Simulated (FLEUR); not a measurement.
# Bi2Se3 (Paraguanajuatite) under changes of volume

One of the cells (28.378 Å³/atom); the others are scaled copies at fixed shape and fractional positions:

```xyz
5
Lattice="2.0715 1.1960 9.5453 -2.0715 1.1960 9.5453 0.0000 -2.3920 9.5453" Properties=species:S:1:pos:R:3 pbc="T T T"
Bi    0.0000    0.0000   17.1587
Bi    0.0000    0.0000   11.4773
Se    0.0000    0.0000   22.5738
Se    0.0000    0.0000    6.0622
Se    0.0000    0.0000    0.0000
```

```yaml
Program: FLEUR MaX-R8.1 (later development tree)
Functional: PBE
Potentials_or_basis: all-electron
Basis: FLAPW
Kmax: 3.5 1/bohr
k_mesh: 8 × 8 × 8
Occupations: fermi-dirac, width 0.05 eV
Spin: no spin polarisation
```

```tsv
volume (Å³/atom)	energy over the lowest point (meV/atom)	gap on the mesh (eV)
26.675	59.48	0.16
27.243	?	?
28.378	8.87	0.22
29.513	0.00	0.25
30.081	1.72	0.26
```

What does the run at 27.243 Å³/atom give?

Energy over the lowest point 36.74 meV/atom; gap on the mesh 0.18 eV.

Worked out: A Birch-Murnaghan fit of order 2 (a polynomial in V^(-2/3)) to the other rows has its minimum at 29.54 Å³/atom with B0 = V·E''(V) = 58 GPa at fixed shape and positions, which overstates the stiffness. It gives 36.95 meV/atom at 27.243 Å³/atom, against the run's 36.74. A straight line through the other rows of the gap, of slope 0.844 eV per unit of ln V (its deformation potential), gives 0.18 eV, against the run's 0.18.

Energies are extrapolated to zero smearing.

Caveats: the plane-wave cutoff is short for the semicore states, which can make moduli rough; spin-orbit coupling is left out, which as a rule narrows the gap of such compounds by several tenths of an eV.

A mesh can miss the band edges.
